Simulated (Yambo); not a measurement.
## BP in Yambo: convergence with plasmon pole frequency

The system is BP.

```
CELL_PARAMETERS angstrom
0.00000 2.26900 2.26900
2.26900 0.00000 2.26900
2.26900 2.26900 0.00000
ATOMIC_POSITIONS crystal
P 0.75000 0.75000 0.75000
B 0.00000 0.00000 0.00000
```

* Program: Yambo 5.3.0
* Task: G0W0 quasiparticle levels
* Functional: PBE
* Potentials or basis: SG15 PBE 1.2
* Cutoff: 952 eV
* Density cutoff: 3810 eV
* k mesh: 4 × 4 × 4
* Occupations: fixed
* Spin: no spin polarisation
* k mesh of the self-consistent run: 10 × 10 × 10
* Random integration of the Coulomb term: yes
* Direction of the field or of q to 0: x + y + z
* Broadening: 0.1 eV
* States corrected: Γ and the k points of the band edges
* Frequency dependence of W: plasmon pole
* Terminator of the band sum in the self-energy: Bruneval-Gonze
* Quasiparticle equation: linearised (Newton)
* Imaginary frequency of the plasmon-pole fit: 5 eV
* Bands in the response: 304
* Bands in the self-energy: 304
* Cutoff of the response matrix: 8 Ry
* Cutoff of exchange and Vxc: 70 Ry
* Bands corrected (first, last): [4, 5]

These are the settings of the first run; the series varies plasmon pole frequency, with any setting tied to it.

Hardware: 1 thread of Arm Neoverse V1 (shared host).

Q: The values tried are 5 eV, 13.6057 eV, 20 eV, 27.2114 eV, 40 eV, 54.4228 eV, loosest first. From which on does the quasiparticle gap at the points computed stay within 0.05 eV of the tightest run that finished?

A: From 13.6057 eV on.

```
plasmon pole frequency  quasiparticle gap at the points computed (eV)  peak memory (GiB)
                  5 eV                                          1.875               0.46
            13.6057 eV                                          1.896               0.46
                 20 eV                                          1.904               0.46
            27.2114 eV                                          1.911               0.46
                 40 eV                                          1.919               0.46
            54.4228 eV                                          1.929               0.46
```

The tightest run that finished is the yardstick and may itself not be fully converged.

Caveat, for the tightest run too: the k mesh is coarse (spacing up to 0.60 Å⁻¹), so the values aren't converged; this k mesh misses the band edges, so its gaps are larger than the crystal's; the screening block or the number of bands is too small for a converged GW gap; this version prints the column dSc/dw multiplied by 27.2; the terminator is approximate in this version, by hundredths of an eV; the quasiparticle gap listed is the Kohn-Sham gap on the denser mesh of the self-consistent run plus the correction found on the GW mesh, so it differs from the gap in the log.
